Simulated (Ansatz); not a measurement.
**ZnS: band structure with PBE**

**What was measured.**

“Electronic, vibrational, and thermodynamic properties of ZnS (zincblende and rocksalt structure)”, 2009, arxiv:0911.5022 quotes, for a bulk crystal of ZnS at 19 K: band gap 3.85 eV (direct).

The system is ZnS.

```
Zn S
1.0
     0.00000    2.70200    2.70200
     2.70200    0.00000    2.70200
     2.70200    2.70200    0.00000
Zn S
1 1
Direct
  0.75000 0.75000 0.75000
  0.00000 0.00000 0.00000
```

```yaml
Program: Ansatz 0.2.0
Task: band structure
Functional: PBE
Potentials_or_basis: SPMS NC
Cutoff: "816 eV (not typed: the program's choice for these potentials)"
k_mesh: 9 × 9 × 9
Occupations: fermi-dirac, width 0.05 eV
Spin: no spin polarisation
Path: "[[\"G\", \"X\", \"W\", \"K\", \"G\", \"L\", \"U\", \"W\", \"L\", \"K\"], [\"U\", \"X\"]]"
Points_for_each_segment_of_the_path: 14
```

- Pressure: 1.8 GPa
- Band gap on the k mesh: 2.11 eV, direct
- Band gap along the path: 2.11 eV, direct

Levels at the corners of the path, in eV from the valence-band top:
| point | band 11 | band 12 | band 13 | band 14 | band 15 | band 16 |
| --- | --- | --- | --- | --- | --- | --- |
| Γ | 0.00 | 0.00 | 0.00 | 2.11 | 6.38 | 6.38 |
| X | -4.55 | -2.21 | -2.21 | 3.41 | 4.07 | 10.96 |
| W | -4.58 | -2.74 | -2.71 | 5.70 | 6.03 | 7.86 |
| K | -4.61 | -3.10 | -1.80 | 4.13 | 5.96 | 9.36 |
| Γ | 0.00 | 0.00 | 0.00 | 2.11 | 6.38 | 6.38 |
| L | -5.28 | -0.86 | -0.86 | 3.31 | 6.91 | 6.91 |
| U | -4.61 | -3.10 | -1.80 | 4.13 | 5.96 | 9.36 |
| W | -4.58 | -2.74 | -2.71 | 5.70 | 6.03 | 7.86 |
| L | -5.28 | -0.86 | -0.86 | 3.31 | 6.91 | 6.91 |
| K | -4.61 | -3.10 | -1.80 | 4.13 | 5.96 | 9.36 |
| U | -4.61 | -3.10 | -1.80 | 4.13 | 5.96 | 9.36 |
| X | -4.55 | -2.21 | -2.21 | 3.41 | 4.07 | 10.96 |

Run time: 5 s on 2 threads of Intel(R) Xeon(R) Platinum 8488C (Sapphire Rapids), on a shared host, peak memory 0.42 GiB.

Against the measured gap of ZnS, 3.85 eV (direct; 19 K; quoted in “Electronic, vibrational, and thermodynamic properties of ZnS (zincblende and rocksalt structure)”, 2009, arxiv:0911.5022), the calculated 2.11 eV is off by -1.74 eV. The value is that of PBE, without temperature or zero-point motion. Semilocal functionals fall short of measured gaps as a rule.
